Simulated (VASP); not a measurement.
# Pd (Fm-3m) in VASP: a series of runs, part 2 of 2

VASP 6.6.1. The steps go on from the part before.

## (3) Relaxation of cell and atoms, PBE

This run uses another cell than the first one, of 15.30 Å³/atom, 1.037 times its volume.

Contents of INCAR:

```
PREC = Accurate ; ENCUT = 600
EDIFF = 1E-7 ; ISMEAR = 1
SIGMA = 0.1 ; LREAL = F
LASPH = T ; NELM = 80
ALGO = Normal ; ISIF = 3
LWAVE = F ; LCHARG = F
GGA = PE ; IBRION = 2
NSW = 90 ; EDIFFG = -0.005
```

Contents of KPOINTS:

```
Automatic mesh
0
Gamma
  16 16 16
```

Contents of POSCAR:

```
Pd                                      
1.0
    0.0000000000      1.9702591630      1.9702591630
    1.9702591630      0.0000000000      1.9702591630
    1.9702591630      1.9702591630     -0.0000000000
  Pd            
     1
Direct
     0.0000000000000000    0.0000000000000000    0.0000000000000000
```

Potentials or basis: VASP PAW PBE potentials, release 64 (Pd).

Command:

```sh
$ cat potpaw_PBE.64/Pd/POTCAR > POTCAR
$ mpirun -np 1 vasp_std > vasp.out
```

OUTCAR:

```text
PREC = Accurate
   ENCUT = 600
   EDIFF = 1E-7
   ISMEAR = 1
   LREAL = F
   LASPH = T
   NELM = 80
   ISIF = 3
   GGA = PE
   IBRION = 2
   NSW = 90
   EDIFFG = -0.005

 ion  position               nearest neighbor table
   1  0.000  0.000  0.000-

  LATTYP: Found a face centered cubic cell.
 ALAT       =     3.9405183260

  Lattice vectors:

 A1 = (   0.0000000000,   1.9702591630,   1.9702591630)
 A2 = (   1.9702591630,   0.0000000000,   1.9702591630)
 A3 = (   1.9702591630,   1.9702591630,   0.0000000000)

Analysis of symmetry for initial positions (statically):
=====================================================================
 Subroutine PRICEL returns:
 Original cell was already a primitive cell.

 Routine SETGRP: Setting up the symmetry group for a
 face centered cubic supercell.

 Subroutine GETGRP returns: Found 48 space group operations
 (whereof 48 operations were pure point group operations)
 out of a pool of 48 trial point group operations.

The static configuration has the point symmetry O_h .

Analysis of symmetry for dynamics (positions and initial velocities):
=====================================================================
 Subroutine PRICEL returns:
 Original cell was already a primitive cell.

 Routine SETGRP: Setting up the symmetry group for a
 face centered cubic supercell.

 Subroutine GETGRP returns: Found 48 space group operations
 (whereof 48 operations were pure point group operations)
 out of a pool of 48 trial point group operations.

The dynamic configuration has the point symmetry O_h .

 Subroutine INISYM returns: Found 48 space group operations
 (whereof 48 operations are pure point group operations),
 and found     1 'primitive' translations

----------------------------------------------------------------------------------------

                                     Primitive cell

  volume of cell :      15.2968

  direct lattice vectors                    reciprocal lattice vectors
     0.000000000  1.970259163  1.970259163    -0.253773721  0.253773721  0.253773721
     1.970259163  0.000000000  1.970259163     0.253773721 -0.253773721  0.253773721
     1.970259163  1.970259163  0.000000000     0.253773721  0.253773721 -0.253773721

  length of vectors
     2.786367230  2.786367230  2.786367230     0.439548979  0.439548979  0.439548979

  position of ions in fractional coordinates (direct lattice)
     0.000000000  0.000000000  0.000000000

  ion indices of the primitive-cell ions
   primitive index   ion index
                 1           1

----------------------------------------------------------------------------------------

 KPOINTS: Automatic mesh

Automatic generation of k-mesh.
 Grid dimensions read from file:
 generate k-points for:   16   16   16

 Generating k-lattice:

  Cartesian coordinates                     Fractional coordinates (reciprocal lattice)
    -0.015860858  0.015860858  0.015860858     0.062500000  0.000000000  0.000000000
     0.015860858 -0.015860858  0.015860858     0.000000000  0.062500000  0.000000000
     0.015860858  0.015860858 -0.015860858     0.000000000  0.000000000  0.062500000

  Length of vectors
     0.027471811  0.027471811  0.027471811

[... 39 lines left out ...]
   dimension x,y,z NGXF=    48 NGYF=   48 NGZF=   48
   ions per type =               1
   NGX,Y,Z   is equivalent  to a cutoff of  14.32, 14.32, 14.32 a.u.
   NGXF,Y,Z  is equivalent  to a cutoff of  28.64, 28.64, 28.64 a.u.
 SYSTEM =  unknown system
   PREC   = accura    normal or accurate (medium, high low for compatibility)
   ISTART =      0    job   : 0-new  1-cont  2-samecut
   ICHARG =      2    charge: 1-file 2-atom 10-const
   ISPIN  =      1    spin polarized calculation?
   LNONCOLLINEAR =      F non collinear calculations
   LSORBIT =      F    spin-orbit coupling
   LASPH  =      T    aspherical Exc in radial PAW
   ENCUT  =  600.0 eV  44.10 Ry    6.64 a.u.   5.57  5.57  5.57*2*pi/ulx,y,z
   NELM   =     80;   NELMIN=  2; NELMDL= -5     # of ELM steps
   EDIFF  = 0.1E-06   stopping-criterion for ELM
   LREAL  =      F    real-space projection
   EDIFFG = -.5E-02   stopping-criterion for IOM
   NSW    =     90    number of steps for IOM
   IBRION =      2    ionic relax: 0-MD 1-quasi-New 2-CG
   NFREE  =      1    steps in history (QN), initial steepest desc. (CG)
   ISIF   =      3    stress and relaxation
   ISYM   =      2    0-nonsym 1-usesym 2-fastsym
   POTIM  = 0.5000    time-step for ionic-motion
   TEBEG  =    0.0;   TEEND  =   0.0 temperature during run
   PSTRESS=    0.0 pullay stress
   NELECT =      10.0000    total number of electrons
   NUPDOWN=      -1.0000    fix difference up-down
   EMIN   =  10.00;   EMAX   =-10.00  energy-range for DOS
   EFERMI =   0.00;   METHOD = LEGACY
   ISMEAR =     1;   SIGMA  =   0.10  broadening in eV -4-tet -1-fermi 0-gaus
   EFERMI_NEDOS =   21; number of points for ismear=-14 and -15
   IALGO  =     38    algorithm
   IMIX   =      4    mixing-type and parameters
     AMIX     =   0.40;   BMIX     =  1.00
     AMIX_MAG =   1.60;   BMIX_MAG =  1.00
  volume/ion in A,a.u.               =      15.30       103.23
  Fermi-wavevector in a.u.,A,eV,Ry     =   1.420828  2.684975 27.466787  2.018752
  Thomas-Fermi vector in A             =   2.541702
   LORBIT       =      0    0 simple, 1 ext, 2 COOP (PROOUT), +10 PAW based schemes
   GGA     = PE    functional components
   LHFCALC =     F    Hartree Fock is set to
   AEXX    =    0.0000 exact exchange contribution
   IVDW    =     0    specifies the selected vdW correction
   LEPSILON=     F    determine dielectric tensor
   LRPA    =     F    only Hartree local field effects (RPA)
 conjugate gradient relaxation of ions
 non-spin polarized calculation
 Methfessel and Paxton  Order N= 1 SIGMA  =   0.10
  energy-cutoff  :      600.00
  volume of cell :       15.30
 maximum number of plane-waves:       531
 NGX is ok and might be reduce to    24
   NGX = 11   NGY = 11   NGZ = 11

--------------------------------------- Ionic step        1  -------------------------------------------

 number of electron      10.0000000 magnetization

 Free energy of the ion-electron system (eV)
  ---------------------------------------------------
  ext. energy  EPLUGINS =         0.00000000
  ---------------------------------------------------
  free energy    TOTEN  =        -5.21730311 eV

  energy without entropy =       -5.21701912  energy(sigma->0) =       -5.21720845

------------------------ aborting loop because EDIFF is reached ----------------------------------------

  FORCE on cell =-STRESS in cart. coord.  units (eV):
  Direction    XX          YY          ZZ          XY          YZ          ZX
  --------------------------------------------------------------------------------------
  -------------------------------------------------------------------------------------
  Total       -0.0057727     -0.0057727     -0.0057727      0.0000000      0.0000000      0.0000000
  in kB       -0.6046246     -0.6046246     -0.6046246      0.0000000      0.0000000      0.0000000
  external PRESSURE =      -0.6046246 kB  Pullay stress =       0.0000000 kB
[... 57 lines left out ...]
--------------------------------------- Ionic step        3  -------------------------------------------

 number of electron      10.0000000 magnetization

 Free energy of the ion-electron system (eV)
  ---------------------------------------------------
  ext. energy  EPLUGINS =         0.00000000
  ---------------------------------------------------
  free energy    TOTEN  =        -5.21730456 eV

  energy without entropy =       -5.21702315  energy(sigma->0) =       -5.21721076

 E-fermi :   9.1973     XC(G=0): -12.9599

 val. band max:        9.1909664666   @ k =   0.5000   0.1250   0.0000
 cond. band min:       9.2017151374   @ k =   0.5000   0.3750   0.0625
 fundamental gap:      0.0107486708
 Fermi energy:         9.1972901607

 k-point     1 :       0.0000    0.0000    0.0000
  band No.  band energies     occupation
      1       2.3235      2.00000
      2       6.5153      2.00000
      3       6.5153      2.00000
      4       6.5153      2.00000
      5       8.0341      2.00000
      6       8.0341      2.00000
      7      26.3566      0.00000
      8      30.9293      0.00000
      9      30.9293      0.00000
[... 265 lines left out ...]
 k-point    24 :      -0.0625    0.0625    0.0000
  band No.  band energies     occupation
      1       2.6850      2.00000
      2       6.3774      2.00000
      3       6.6266      2.00000
      4       6.6622      2.00000
      5       7.9084      2.00000
      6       8.0575      2.00000
      7      26.6807      0.00000
      8      29.1090      0.00000
      9      30.6639      0.00000

 [... further k-points ...]
[... 5 lines left out ...]
  --------------------------------------------------------------------------------------
  -------------------------------------------------------------------------------------
  Total        0.0015634      0.0015634      0.0015634     -0.0000000      0.0000000      0.0000000
  in kB        0.1638220      0.1638220      0.1638220     -0.0000000      0.0000000      0.0000000
  external PRESSURE =       0.1638220 kB  Pullay stress =       0.0000000 kB
[... 16 lines left out ...]
  FREE ENERGIE OF THE ION-ELECTRON SYSTEM (eV)
  ---------------------------------------------------
  free  energy   TOTEN  =        -5.2173045614 eV

  energy  without entropy=       -5.2170231545  energy(sigma->0) =       -5.21721076

 reached required accuracy - stopping structural energy minimisation
```

Wall time 13 s (1 thread of Intel Xeon 6975P-C (Granite Rapids), shared host); peak memory 0.16 GiB.

Results:

```
Free energy                            : -5.2173 eV
Relaxed volume                         : 15.29 Å³/atom
Relaxed cell                           : a = 2.786 Å, b = 2.786 Å, c = 2.786 Å, α = 60.00°, β = 60.00°, γ = 60.00°
Space group after relaxing (to 0.05 Å) : Fm-3m (No. 225)
Energy gained by relaxing              : 0.0 meV/atom
Ionic steps                            : 3
Pressure after relaxing                : 0.0 GPa
Band gap on the k mesh                 : none (metal or under the smearing width)
```

Final structure:
```xyz
1
Lattice="0.0000 1.9700 1.9700 1.9700 0.0000 1.9700 1.9700 1.9700 0.0000" Properties=species:S:1:pos:R:3 pbc="T T T"
Pd    0.0000    0.0000    0.0000
```

Levels at points of the mesh, in eV from the Fermi level:
| k point | band 3 | band 4 | band 5 | band 6 | band 7 | band 8 |
| --- | --- | --- | --- | --- | --- | --- |
| (0.00, 0.00, 0.00) | -2.68 | -2.68 | -1.16 | -1.16 | 17.16 | 21.73 |
| (0.50, 0.00, 0.00) | -2.72 | -0.03 | -0.03 | 1.08 | 7.04 | 16.51 |
| (0.50, 0.50, 0.00) | -0.06 | 0.27 | 0.27 | 3.34 | 10.40 | 13.01 |
